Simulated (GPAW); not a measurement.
Input of a GPAW 26.7.0 run:

File run.py:

```python
import numpy as np
from ase import Atoms
from ase.dft.bandgap import bandgap
from ase.io import write
from ase.units import GPa
from gpaw import GPAW, PW
from gpaw.spinorbit import soc_eigenstates

atoms = Atoms(['Bi'],
              cell=[[-1.9814305318, 1.9814305318, 1.9814305318],
                    [1.9814305318, -1.9814305318, 1.9814305318],
                    [1.9814305318, 1.9814305318, -1.9814305318]],
              scaled_positions=[[0.0, 0.0, 0.0]],
              pbc=True)

calc = GPAW(mode=PW(600),
            xc='PBE',
            kpts={'size': (9, 9, 9), 'gamma': True},
            occupations={'name': 'fermi-dirac', 'width': 0.05},
            nbands=15,
            convergence={'density': 1e-05, 'energy': 1e-05},
            maxiter=150,
            txt='gpaw.txt')
atoms.calc = calc
energy = atoms.get_potential_energy()
forces = atoms.get_forces()
stress = atoms.get_stress()
calc.write('gs.gpw')
write('result.traj', atoms)
print(f'Energy: {energy:.6f} eV')
print('Forces (eV/A):')
print(forces.round(4))
print('Stress (GPa):', (stress / GPa).round(3))
print('Fermi level:', round(calc.get_fermi_level(), 4), 'eV')
print(f'Gap: {bandgap(calc)[0]:.4f} eV, direct: {bandgap(calc, direct=True)[0]:.4f} eV')

path = atoms.cell.bandpath('GHNGPH,PN', npoints=100, eps=1e-4)
bs_calc = calc.fixed_density(kpts=path, symmetry='off', nbands=25,
                             convergence={'bands': 'CBM+6.0', 'eigenstates': 1e-6}, txt='bands.txt')
bs = bs_calc.band_structure()
bs.write('bs.json')
print(f'Gap on the path: {bandgap(bs_calc)[0]:.4f} eV')

soc = soc_eigenstates(bs_calc, theta=0, phi=0)
np.savetxt('soc_bands.dat', soc.eigenvalues(), fmt='%.4f')
mesh = soc_eigenstates('gs.gpw', theta=0, phi=0)
np.savetxt('soc_mesh.dat', mesh.eigenvalues(), fmt='%.4f')
print('Fermi level with spin-orbit coupling:', round(mesh.fermi_level, 4), 'eV')
```

Potentials or basis: GPAW PAW data sets (gpaw-data 1.2.1), pw.

Run with:

```bash
$ OMP_NUM_THREADS=1 python run.py
```

Problem. What does it give for the pressure?

Solution. 0.7 GPa.

Problem. What does it give for the band gap along the path?

Solution. None (metal or under the smearing width).

Levels at the corners of the path, in eV from the Fermi level:
```tsv
point	band 13	band 14	band 15	band 16	band 17	band 18	band 19	band 20
Γ	1.87	1.87	6.78	6.78	6.78	6.78	9.34	9.34
H	-3.61	-3.61	-0.93	-0.93	-0.93	-0.93	3.58	3.58
N	-5.29	-5.29	1.06	1.06	3.99	3.99	6.05	6.05
Γ	1.87	1.87	6.78	6.78	6.78	6.78	9.34	9.34
P	-3.75	-3.75	-1.68	-1.68	-1.68	-1.68	13.03	13.03
H	-3.61	-3.61	-0.93	-0.93	-0.93	-0.93	3.58	3.58
P	-3.75	-3.75	-1.68	-1.68	-1.68	-1.68	13.03	13.03
N	-5.29	-5.29	1.06	1.06	3.99	3.99	6.05	6.05
```

Caveat: spin-orbit coupling was added after a scalar SCF, so levels and gaps hold it while energy, forces, pressure and moments don't; this program's spin-orbit splittings come out too wide for heavy elements.
